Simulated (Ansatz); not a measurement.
Crystal: Cu.

```xyz
2
Lattice="2.5341 0.0000 0.0000 -1.2670 2.1946 0.0000 0.0000 0.0000 4.1126" Properties=species:S:1:pos:R:3 pbc="T T T"
Cu    1.2670    0.7315    3.0844
Cu    0.0000    1.4631    1.0281
```

This isn't the form of Cu at room conditions, which is fcc.

Base run:

- Program: Ansatz 0.2.0
- Functional: LDA
- Potentials or basis: all-electron LAPW, scalar-relativistic
- Cutoff: 304 eV (chosen from the basis error)
- Basis error allowed: 0.001 eV/atom
- k mesh: 12 × 12 × 7
- Occupations: fermi-dirac, width 0.05 eV
- Spin: no spin polarisation

Its results: pressure -7.9 GPa.

Q: The run is repeated on the same cell with these changes: functional from LDA to PBEsol. What comes out?

A: Pressure -1.4 GPa.

PBEsol binds less tightly than LDA, so the same cell stands under more pressure.
